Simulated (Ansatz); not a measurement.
# How many bands does the GW gap of InP (honeycomb monolayer) need?

Aim: see how the G0W0 gap of InP (honeycomb monolayer) on PBEsol moves with empty bands and screening cutoff, and what each rung costs.

Method: G0W0 on PBEsol, plane waves, PAW; PAW set soft_1, in Ansatz 0.2.0.

## Step 1: The starting structure

The cell holds 2 atoms: 1 In and 1 P. Its edges and angles: a = 4.172 Å, b = 4.172 Å, c = 24.200 Å, α = 90.0°, β = 90.0°, γ = 120.0°. Vacuum lies along c.

The structure was relaxed with PBEsol. The runs that relaxed it are not among those shown. The Coulomb interaction is cut off across the vacuum.

## Step 2: 116 empty bands, screening to 27 eV

Now the one-shot GW correction: screening in the RPA, then the self-energy of the levels asked for. This step takes PAW set soft_1 files.

File input.yaml:

```yaml
crystal:
  lattice:
    - [4.1722798442, 0.0, 0.0]
    - [-2.0861399221, 3.6133003367, 0.0]
    - [0.0, 0.0, 24.2]
  atoms:
    - { symbol: In, position: [0.3333333333, 0.6666666667, 0.4901038385] }
    - { symbol: P, position: [0.6666666667, 0.3333333333, 0.5098961615] }
  periodic: [true, true, false]
kpoints:
  mp_grid: { grid: [6, 6, 1] }
hamiltonian:
  xc: pbesol
  pseudopotentials: { kind: paw, azcp: { folder: soft_1 }, xc_functional: pbe }
scf:
  occupations: { method: fixed }
gw:
  n_empty_bands: 116
  ecut_chi: 27.0
  qp_bands: [v2, c2]
  qp_kpoints: band_edges
  screening: { model: contour_deformation }
```

Command:

```console
ansatz run input.yaml --threads 8 --pin off --max-ram 17510MiB --backend cpu --events-out ev --progress --plain --runs-dir out
```

Numbers of over 12 decimals in the logs are rounded to 6 here.

Log:

```text
Engine: ansatz 0.2.0, aarch64-unknown-linux-gnu
Pseudopotentials: kind: paw
Pseudopotential: In, paw, valence charge 13, recommended cutoff 420 eV (normal), soft_1/In.paw.azcp
Pseudopotential: P, paw, valence charge 5, recommended cutoff 420 eV (normal), soft_1/P.paw.azcp
Functional definition: PBEsol
  exchange = pbesol_x
  correlation = pbesol_c
Crystal: 2 atoms, lattice volume = 364.832 Å³
Basis set: ecut = 420 eV, 7035 PW (Γ)
Bands: 13, of which v1, the nominal top of the filled ones, is band 9 counted from 1 (8 counted from 0)
Symmetry: 6 space group operations
Space group: P3m1 (ITA 156), of the structure as read, at distance tolerance 7.1e-5 Å
k-points: 7 of 36 (time reversal used)
Non-local potential: In, projectors of the file, l = 0: 2, l = 1: 2, l = 2: 2, l = 3: 1
Non-local potential: P, projectors of the file, l = 0: 2, l = 1: 2, l = 2: 1
PAW form: soft (Blöchl's): semilocal exchange-correlation on the pseudo side does not see the compensation charge
PAW frozen core: In, regenerated for the run's functional, and the local potential with it (the file was generated under x = pbe(κ = 0.804, μ = 0.219515), c = pbe(β = 0.066725))
PAW frozen core: P, regenerated for the run's functional, and the local potential with it (the file was generated under x = pbe(κ = 0.804, μ = 0.219515), c = pbe(β = 0.066725))
PAW one-centre angular grid: In, 590 points (default); XC on 64 Gauss nodes
PAW one-centre angular grid: P, 110 points (default); XC on 64 Gauss nodes
Initial density: superposition of atomic densities (neutral atoms: chi_scale 0, normalization atom)
Initial wavefunctions: pseudopotential atomic-orbital guess
Functional: x = pbesol(κ = 0.804, μ = 0.123457), c = pbesol(β = 0.046)
SCF iter   1: F=—  HF=-6265.534803 eV  |F-HF|=—  |Δ(HF+E_count)|=         —  Δρ=1.58e-2  dr2=2.31e0  ethr=3.10e-3  ⟨swp⟩=7.6  Hψ=645  notcnv=0  defer=14
preconditioner: auto → none  [insulator: Δε(μ)=1.606 eV  Ē_g=13.731 eV  n_scr=12 (ndim 8)  ℏωp=8.2 eV  f_vac=0.767  ε∞_Penn≈1.4]
SCF iter   2: F=—  HF=-6265.228951 eV  |F-HF|=—  |Δ(HF+E_count)|=   3.06e-1  Δρ=1.06e-2  dr2=1.81e0  ethr=3.10e-3  ⟨swp⟩=4.6  Hψ=291  notcnv=0  defer=11
SCF iter   3: F=—  HF=-6264.938000 eV  |F-HF|=—  |Δ(HF+E_count)|=   2.91e-1  Δρ=4.84e-3  dr2=2.36e-1  ethr=3.10e-3  ⟨swp⟩=4.6  Hψ=316  notcnv=0  defer=14
SCF iter   4: F=—  HF=-6264.894918 eV  |F-HF|=—  |Δ(HF+E_count)|=   4.31e-2  Δρ=2.38e-3  dr2=2.20e-2  ethr=1.31e-3  ⟨swp⟩=2.9  Hψ=158  notcnv=0  defer=13
SCF iter   5: F=—  HF=-6264.894190 eV  |F-HF|=—  |Δ(HF+E_count)|=   7.28e-4  Δρ=5.47e-4  dr2=3.42e-3  ethr=1.22e-4  ⟨swp⟩=3.9  Hψ=215  notcnv=0  defer=14
SCF iter   6: F=—  HF=-6264.893617 eV  |F-HF|=—  |Δ(HF+E_count)|=   5.73e-4  Δρ=1.75e-4  dr2=3.62e-4  ethr=1.90e-5  ⟨swp⟩=3.3  Hψ=193  notcnv=0  defer=14
SCF iter   7: F=—  HF=-6264.893569 eV  |F-HF|=—  |Δ(HF+E_count)|=   4.80e-5  Δρ=2.56e-5  dr2=1.87e-6  ethr=2.01e-6  ⟨swp⟩=3.3  Hψ=190  notcnv=0  defer=14
SCF iter   8: F=—  HF=-6264.893569 eV  |F-HF|=—  |Δ(HF+E_count)|=   6.15e-7  Δρ=9.67e-6  dr2=1.14e-6  ethr=1.04e-8  ⟨swp⟩=3.4  Hψ=220  notcnv=0  defer=13
SCF iter   9: F=-6264.893569 eV  HF=-6264.893569 eV  |F-HF|=4.18e-9  |Δ(HF+E_count)|=   1.09e-7  Δρ=1.10e-6  dr2=7.73e-9  ethr=5.56e-10  ⟨swp⟩=12.3  Hψ=751  notcnv=0
SCF 1 converged in 9 iterations: F = -6264.893569 eV  dr2 = 7.73e-9
  greatest PAW one-centre occupation: 0.982 electrons in one spin orbital (limit 2), on the In atom at site 0 (counted from 0), in its partial waves of l = 2
NSCF: frozen V_eff on 7 k-points
G₀W₀ screening: q 1/7
[... further progress lines ...]
SCF converged after 9 iterations
Free energy (F): -6264.893569 eV
Harris-Foulkes:  -6264.893569 eV  (|F-HF|=4.18e-9)
Internal energy: -6264.893569 eV  (E = F + TS)
E sigma→0 (E₀):  -6264.893569 eV
Fermi energy:    -5.216379 eV
--- Per-component energies (eV) ---
  E_band       = -264.662323
  E_kinetic    = 285.664938
  E_local      = -11742.806159  (includes V_loc(G=0)·N_el)
  E_nonlocal   = 361.031626
  E_hartree    = 5632.396863
  E_xc         = -212.414103
  E_vxc        = -148.708356  (∫ρ·V_xc dr)
  E_paw        = -4681.011055  (= ΣΔE_a)
  E_vpaw       = -284.639927  (= ΣTr[D̂ρ^β])
  E_aug_tail   = 0.000141  (compensation charges beyond the density's cutoff)
  E_ewald      = 4091.962180
  E_core_change = 0.282000  (= ΣΔE_core)
  E_smearing   = -0.000000  (= −TS)
  E_closure    = -0.000000  (closes the sum)
  Σ components = -6264.893569   (vs F -6264.893569, Δ=0.00e0)
--- Band table (eV; the first three rows and the last of 7) ---
  k-point 0: bands = [... 5 lower, -15.4008, -7.2228, -5.3931, -5.3931, -4.0526, -1.5552, -0.2636, -0.2636]
  k-point 1: bands = [... 5 lower, -15.1601, -7.5927, -6.5907, -5.8272, -2.8585, -1.4207 (-1.4208°), -0.3539, 0.1052]
  k-point 2: bands = [... 5 lower, -14.5214, -9.5118, -6.4929, -6.0888, -2.8295, -1.9914, 0.2258, 1.0240]
  k-point 6: bands = [... 5 lower, -13.7726, -10.4893, -8.2214, -5.2164, -3.0543, 0.2111, 0.2982, 1.7179]
  ° read free of the cell's end (the report's vacuum.weakly_bound_levels)
--- G₀W₀: contour deformation, 6 samples at zero and on the imaginary axis and 3 off it, 36 q-points, 116 empty bands' worth ---
  eigenvalues of the whole cell's RPA ε∞ on this k-mesh (on a slab, of 1 + 4πα/V) = 1.1204, 3.8279, 3.8279; static W/v taken at q = 0 is 0.499020
  bands read: the sum over 125 bands ends inside a degenerate multiplet in 1 slot, whose members it reads at an even weight; the widest, k=0: bands 125 to 126 (counted from 1) at 1/2 each
  gw.qp_kpoints: band_edges: 6 of 7 stored k-points solved, in 1 pass; an edge of the gap read off the rows below is read off those points alone
    valence top: of the k-points left out ik 4 came nearest to being solved in a further pass, in band 9 (counted from 1, as in the quasiparticle table): it holds the edge there only if its correction is more favourable than any solved in that band by at least 0.857 eV; those differ by 0.257 eV
    conduction bottom: of the k-points left out ik 4 came nearest to being solved in a further pass, in band 10 (counted from 1, as in the quasiparticle table): it holds the edge there only if its correction is more favourable than any solved in that band by at least 1.551 eV; those differ by 0.194 eV
    ik  band        ε_KS         Σx   Σc(E_QP)       V_xc       Z   E_QP_lin       E_QP  E_QP is
     0     8     -5.3931   -16.7443     1.7064   -15.0061  0.6973    -5.4249    -5.4249  root
     0     9     -5.3931   -16.7443     1.7064   -15.0061  0.6973    -5.4249    -5.4249  root
     0    10     -4.0526    -9.6930    -2.9018   -13.5024  0.7151    -3.0478    -3.1450  root
     0    11     -1.5552    -3.3404    -2.3260    -6.0584  0.7442    -1.1517    -1.1632  root
     1     8     -6.5907   -13.9718     2.2281   -11.4626  0.6427    -6.8728    -6.8719  root
     1     9     -5.8272   -16.3735     1.8258   -14.4816  0.6911    -5.8936    -5.8933  root
     1    10     -2.8585    -8.9551    -3.0456   -12.8644  0.7009    -1.9143    -1.9947  root
     1    11     -1.4207    -4.6690    -2.7776    -8.0158  0.6884    -0.8454    -0.8515  root
     2     8     -6.4929   -16.0196     2.0837   -13.8247  0.6791    -6.6048    -6.6040  root
     2     9     -6.0888   -13.5658     2.0522   -11.2245  0.6574    -6.3845    -6.3779  root
     2    10     -2.8295    -8.2024    -3.1551   -12.2077  0.6999    -1.9037    -1.9794  root
     2    11     -1.9914    -5.9493    -3.1675    -9.7848  0.7004    -1.2703    -1.3233  root
     3     8     -6.7676   -15.9000     2.1984   -13.5771  0.6742    -6.8933    -6.8920  root
     3     9     -5.5816   -13.9866     1.8596   -11.8952  0.6686    -5.8171    -5.8134  root
     3    10     -3.1771    -7.5954    -2.9244   -11.2881  0.7027    -2.3536    -2.4089  root
     3    11     -2.4708    -6.3228    -3.1750   -10.2130  0.7144    -1.7095    -1.7557  root
     5     8     -7.5084   -15.3453     2.3881   -12.7846  0.6507    -7.6835    -7.6810  root
     5     9     -5.5602   -13.9062     1.8459   -11.8159  0.6691    -5.8087    -5.8045  root
     5    10     -2.8489    -6.8668    -2.9545   -10.5492  0.6968    -2.0715    -2.1212  root
     5    11     -1.2472    -7.4419    -3.6112   -11.8927  0.7043    -0.3078    -0.4076  root
     6     8     -8.2214   -15.0138     2.7287   -12.0822  0.6230    -8.4275    -8.4242  root
     6     9     -5.2164   -14.3311     1.7755   -12.3449  0.6733    -5.4300    -5.4271  root
     6    10     -3.0543    -6.3779    -2.9596   -10.0509  0.7020    -2.2949    -2.3409  root
     6    11      0.2111    -3.7259    -3.2377    -7.3908  0.7351     0.6550     0.6383  root
```

The job ended after 13 s (8 threads of Arm Neoverse V1, shared host; peak memory 1.6 GiB).

Numbers from this step:

```yaml
bands_summed: 125
plane_waves_in_the_screening_matrix: 111
q_points_in_the_mesh: 36
g0w0_gap_on_the_mesh: 2.280 eV
k_of_the_valence_top: 0, 0, 0
k_of_the_conduction_bottom: 0, 0, 0
starting_gap_on_the_mesh: 1.164 eV
z_at_the_valence_top: 0.6973
z_at_the_conduction_bottom: 0.7151
least_direct_g0w0_gap_on_the_computed_points: 2.280 eV
```

The gap on the mesh goes from 1.16 eV to 2.28 eV, a correction of +1.12 eV, though a band edge has moved to another state.

## Step 3: 328 empty bands, screening to 54 eV

Another rung: the empty bands reach about as high as the screening cutoff, so the two stay in balance.

Changes to input.yaml since step 2:

```diff
@@ -17,4 +17,4 @@
 gw:
-  n_empty_bands: 116
-  ecut_chi: 27.0
+  n_empty_bands: 328
+  ecut_chi: 54.0
   qp_bands: [v2, c2]
```

Log:

```text
[...]
Crystal: 2 atoms, lattice volume = 364.832 Å³
Basis set: ecut = 420 eV, 7035 PW (Γ)
Bands: 13, of which v1, the nominal top of the filled ones, is band 9 counted from 1 (8 counted from 0)
Symmetry: 6 space group operations
[...]
k-points: 7 of 36 (time reversal used)
[...]
SCF iter   1: F=—  HF=-6265.534803 eV  |F-HF|=—  |Δ(HF+E_count)|=         —  Δρ=1.58e-2  dr2=2.31e0  ethr=3.10e-3  ⟨swp⟩=7.6  Hψ=645  notcnv=0  defer=14
[...]
SCF iter   9: F=-6264.893569 eV  HF=-6264.893569 eV  |F-HF|=4.18e-9  |Δ(HF+E_count)|=   1.09e-7  Δρ=1.10e-6  dr2=7.73e-9  ethr=5.56e-10  ⟨swp⟩=12.3  Hψ=751  notcnv=0
SCF 1 converged in 9 iterations: F = -6264.893569 eV  dr2 = 7.73e-9
[...]
NSCF: frozen V_eff on 7 k-points
G₀W₀ screening: q 1/7
[... further progress lines ...]
SCF converged after 9 iterations
Free energy (F): -6264.893569 eV
[...]
Internal energy: -6264.893569 eV  (E = F + TS)
E sigma→0 (E₀):  -6264.893569 eV
Fermi energy:    -5.216379 eV
[...]
--- Band table (eV; the first three rows and the last of 7) ---
  k-point 0: bands = [... 5 lower, -15.4008, -7.2228, -5.3931, -5.3931, -4.0526, -1.5552, -0.2636, -0.2636]
  k-point 1: bands = [... 5 lower, -15.1601, -7.5927, -6.5907, -5.8272, -2.8585, -1.4207 (-1.4208°), -0.3539, 0.1052]
  k-point 2: bands = [... 5 lower, -14.5214, -9.5118, -6.4929, -6.0888, -2.8295, -1.9914, 0.2258, 1.0240]
  k-point 6: bands = [... 5 lower, -13.7726, -10.4893, -8.2214, -5.2164, -3.0543, 0.2111, 0.2982, 1.7179]
  ° read free of the cell's end (the report's vacuum.weakly_bound_levels)
[...]
0     8     -5.3931   -16.7443     1.4006   -15.0061  0.6918    -5.7382    -5.7307  root
     0     9     -5.3931   -16.7443     1.4006   -15.0061  0.6918    -5.7382    -5.7307  root
     0    10     -4.0526    -9.6930    -3.1282   -13.5024  0.7094    -3.3327    -3.3715  root
     0    11     -1.5552    -3.3404    -2.4429    -6.0584  0.7445    -1.2750    -1.2801  root
     1     8     -6.5907   -13.9718     2.0280   -11.4626  0.6379    -7.0845    -7.0720  root
     1     9     -5.8272   -16.3735     1.5307   -14.4816  0.6863    -6.1972    -6.1884  root
     1    10     -2.8585    -8.9551    -3.2761   -12.8644  0.6959    -2.1912    -2.2252  root
     1    11     -1.4207    -4.6690    -2.9440    -8.0158  0.6812    -1.0234    -1.0179  root
[...]
6     8     -8.2214   -15.0138     2.5195   -12.0822  0.6222    -8.6475    -8.6335  root
     6     9     -5.2164   -14.3311     1.5461   -12.3449  0.6662    -5.6708    -5.6564  root
     6    10     -3.0543    -6.3779    -3.1812   -10.0509  0.7006    -2.5443    -2.5625  root
     6    11      0.2111    -3.7259    -3.3547    -7.3908  0.7284     0.5278     0.5213  root
```

Run time: 64 s. Hardware: 8 threads; peak memory 4.8 GiB; 8.1 min of CPU time.

Numbers from this step:

| Item | Value |
| --- | --- |
| bands summed | 337 |
| plane waves in the screening matrix | 347 |
| q-points in the mesh | 36 |
| G0W0 gap on the mesh | 2.285 eV |
| k of the valence top | 0.3333, 0.3333, 0 |
| k of the conduction bottom | 0, 0, 0 |
| starting gap on the mesh | 1.164 eV |
| Z at the valence top | 0.6662 |
| Z at the conduction bottom | 0.7094 |
| least direct G0W0 gap on the computed points | 2.359 eV |

Against the run with 6×6×1 mesh, 116 empty bands, screening to 27 eV, PAW set soft_1 files, the gap moves by +0.005 eV.

## Step 4: 707 empty bands, screening to 90 eV

Changes to input.yaml since step 3:

```diff
@@ -16,5 +16,6 @@
   occupations: { method: fixed }
+  convergence: { dr2_threshold: 1.0e-10 }
 gw:
-  n_empty_bands: 328
-  ecut_chi: 54.0
+  n_empty_bands: 707
+  ecut_chi: 90.0
   qp_bands: [v2, c2]
```

Log:

```text
[...]
Crystal: 2 atoms, lattice volume = 364.832 Å³
Basis set: ecut = 420 eV, 7035 PW (Γ)
Bands: 13, of which v1, the nominal top of the filled ones, is band 9 counted from 1 (8 counted from 0)
Symmetry: 6 space group operations
[...]
k-points: 7 of 36 (time reversal used)
[...]
1    11     -1.4207    -4.6689    -3.0482    -8.0157  0.7019    -1.1219    -1.1222  root
[...]
6     8     -8.2214   -15.0138     2.3766   -12.0822  0.6239    -8.8043    -8.7764  root
     6     9     -5.2164   -14.3311     1.3855   -12.3449  0.6629    -5.8466    -5.8170  root
     6    10     -3.0543    -6.3779    -3.3007   -10.0509  0.6999    -2.6725    -2.6821  root
     6    11      0.2111    -3.7259    -3.4172    -7.3907  0.7325     0.4674     0.4587  root
[key lines of the parts left out:]
SCF converged after 11 iterations
Free energy (F): -6264.893569 eV
Fermi energy:    -5.216368 eV
```

The job ended after 5.5 min (8 threads; peak memory 14 GiB; 42 min of CPU time).

This step gave:

```
bands summed                                 : 716
plane waves in the screening matrix          : 739
G0W0 gap on the mesh                         : 2.260 eV
k of the valence top                         : 0.3333, 0.3333, 0
k of the conduction bottom                   : 0, 0, 0
starting gap on the mesh                     : 1.164 eV
least direct G0W0 gap on the computed points : 2.396 eV
```

Against the run with 6×6×1 mesh, 328 empty bands, screening to 54 eV, PAW set soft_1 files, the gap moves by −0.02 eV.

## Step 5: Changing the k mesh: 3×3×1 mesh, 328 empty bands, screening to 54 eV, PAW set soft_1 files

A second mesh at equal bands and cutoff isolates the sampling error. Bands and cutoff differ from the step before, so it is read against an earlier run that matches them.

Changes to input.yaml since step 4:

```diff
@@ -10,3 +10,3 @@
 kpoints:
-  mp_grid: { grid: [6, 6, 1] }
+  mp_grid: { grid: [3, 3, 1] }
 hamiltonian:
@@ -16,6 +16,5 @@
   occupations: { method: fixed }
-  convergence: { dr2_threshold: 1.0e-10 }
 gw:
-  n_empty_bands: 707
-  ecut_chi: 90.0
+  n_empty_bands: 328
+  ecut_chi: 54.0
   qp_bands: [v2, c2]
```

Log:

```text
[...]
Crystal: 2 atoms, lattice volume = 364.832 Å³
Basis set: ecut = 420 eV, 7035 PW (Γ)
Bands: 13, of which v1, the nominal top of the filled ones, is band 9 counted from 1 (8 counted from 0)
Symmetry: 6 space group operations
[...]
k-points: 3 of 9 (time reversal used)
[...]
1    10     -2.7875    -7.9657    -3.8131   -12.1768  0.6660    -2.3773    -2.3895  root
     1    11     -1.9640    -5.8697    -3.6563    -9.7767  0.6704    -1.7058    -1.7134  root
     2     8     -8.1632   -14.9279     2.6725   -12.0603  0.5990    -8.3622    -8.3582  root ?
     2     9     -5.1593   -14.3920     1.8460   -12.3146  0.6436    -5.3944    -5.3905  root
     2    10     -3.0316    -6.2455    -3.5031   -10.0204  0.6775    -2.7544    -2.7599  root
     2    11      0.2355    -3.7150    -3.5609    -7.3489  0.6939     0.3087     0.3085  root
[key lines of the parts left out:]
SCF converged after 9 iterations
Free energy (F): -6264.655366 eV
Fermi energy:    -5.159297 eV
```

The job ended after 19 s (8 threads; peak memory 2.2 GiB).

Numbers from this step:

```
bands summed                                 : 337
plane waves in the screening matrix          : 347
G0W0 gap on the mesh                         : 1.882 eV
k of the valence top                         : 0.3333, 0.3333, 0
k of the conduction bottom                   : 0, 0, 0
starting gap on the mesh                     : 1.140 eV
least direct G0W0 gap on the computed points : 1.973 eV
```

Against the run with 6×6×1 mesh, 328 empty bands, screening to 54 eV, PAW set soft_1 files, the gap moves by −0.40 eV, while the start moved by −0.02 eV.

## Step 6: The runs together

Times are wall times on 8 threads of Arm Neoverse V1, shared host, good to a factor of about two.

```csv
mesh,files,frequency,bands summed,cutoff (eV),start (eV),G0W0 (eV),time,host memory (GiB)
6×6×1,PAW set soft_1,contour deformation,125,27,1.164,2.280,13 s,1.6
6×6×1,PAW set soft_1,contour deformation,337,54,1.164,2.285,64 s,4.8
6×6×1,PAW set soft_1,contour deformation,716,90,1.164,2.260,5.5 min,14
3×3×1,PAW set soft_1,contour deformation,337,54,1.140,1.882,19 s,2.2
```

How the two edges are built up, in eV (the quasiparticle level is the starting level plus Σx plus Σc less Vxc):

```csv
run,edge,start,Σx,Σc,Vxc,Z,QP
125 bands,valence top,-5.39,-16.74,1.71,-15.01,0.70,-5.42
125 bands,conduction bottom,-4.05,-9.69,-2.90,-13.50,0.72,-3.15
337 bands,valence top,-5.22,-14.33,1.55,-12.34,0.67,-5.66
337 bands,conduction bottom,-4.05,-9.69,-3.13,-13.50,0.71,-3.37
716 bands,valence top,-5.22,-14.33,1.39,-12.34,0.66,-5.82
716 bands,conduction bottom,-4.05,-9.69,-3.31,-13.50,0.71,-3.56
```

 Where G0W0 reorders the edges (125 bands), the two states listed lie further apart at the start than the starting gap.

## Step 7: Summary of results

```yaml
125_bands_27_ev: 2.280 eV
337_bands_54_ev: 2.285 eV
716_bands_90_ev: 2.260 eV
mesh_and_start: 6×6×1, PBEsol
```

**Reading.** From 125 to 716 bands the gap moves by −0.02 eV while the time grows 26-fold. The gap turns back along the series, so no limit is drawn from it. On the 3×3×1 mesh in place of 6×6×1 the gap differs by −0.40 eV, of which −0.02 eV is already in the start. The mesh in the plane is coarse for a sheet; gap and any exciton binding can still move on denser ones. The many-body steps are scalar-relativistic: spin-orbit coupling is not in them.

[Paths, hosts, dates, memory and timing lines, banners, echoed tables and standing remarks are left out of the program output.]

[Logs are printed without paths, hosts, clocks, repeated set-up lines and the standing remarks that a program may print on its own settings, such as how far it seeks lower states.]

[Runs of the session that timed out or met a known fault of the program may be left out.]

[Cells called generated may have been cut or substituted from an entry of the Crystallography Open Database or the Materials Project.]

[Hosts, paths, dates, database ids (printed as entryN), source tags and the programs' standing remarks are cut or masked in the printed files.]
